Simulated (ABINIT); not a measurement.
Runs of ABINIT 10.8.3 (patched build) on CdSe (Cadmoselite). Symmetry: P6_3mc, No. 186, hexagonal system. Conventional cell: a = 4.300 Å, b = 4.300 Å, c = 7.020 Å, α = 90.00°, β = 90.00°, γ = 120.00°. Cd (site symmetry 3m) is surrounded by 4 Se at 2.61 to 2.70 Å. Se (site symmetry 3m) is surrounded by 4 Cd at 2.61 to 2.70 Å. 

```csv
task,level,potentials or basis,k mesh,cutoff (eV),fine-grid cutoff,mesh quality,gap on the mesh (eV),largest force (eV/Å)
single point,LDA,JTH PAW LDA v2.0,9 × 9 × 5,463,925.187 eV,not flagged,0.42,0.26
single point,LDA,JTH PAW LDA v2.0,3 × 3 × 2,463,925.187 eV,coarse,(c),0.31
band structure,revPBE,JTH PAW PBE v2.0,7 × 7 × 4,463,925.187 eV,not flagged,(b),0.29
single point,PBEsol,JTH PAW PBE v2.0,6 × 6 × 3,463,925.187 eV,not flagged,0.57,0.27
band structure,HCTH407,JTH PAW PBE v2.0,7 × 7 × 4,463,925.187 eV,not flagged,1.07,0.27
band structure,PBE,JTH PAW PBE v2.0,7 × 7 × 4,463,925.187 eV,not flagged,0.69,0.28
single point,r2SCAN,JTH PAW PBE v2.0,3 × 3 × 2,544,1088.46 eV,coarse,(a),0.34
single point,PBE,JTH PAW PBE v2.0,6 × 6 × 3,463,925.187 eV,not flagged,0.69,0.28
```

Alike in all rows: no spin polarisation; cell as given; smearing fermi-dirac 0.05 eV.

**Question.** Fill in the values left out.

**Answer.** (a) 1.15; (b) 0.82; (c) 0.38.

Caveats: some runs use coarse meshes; the PAW data sets were made with another functional, which shifts forces and pressure a little (some runs).

A k mesh can miss the band edges, and the runs leave out spin-orbit coupling on Cd, Se.
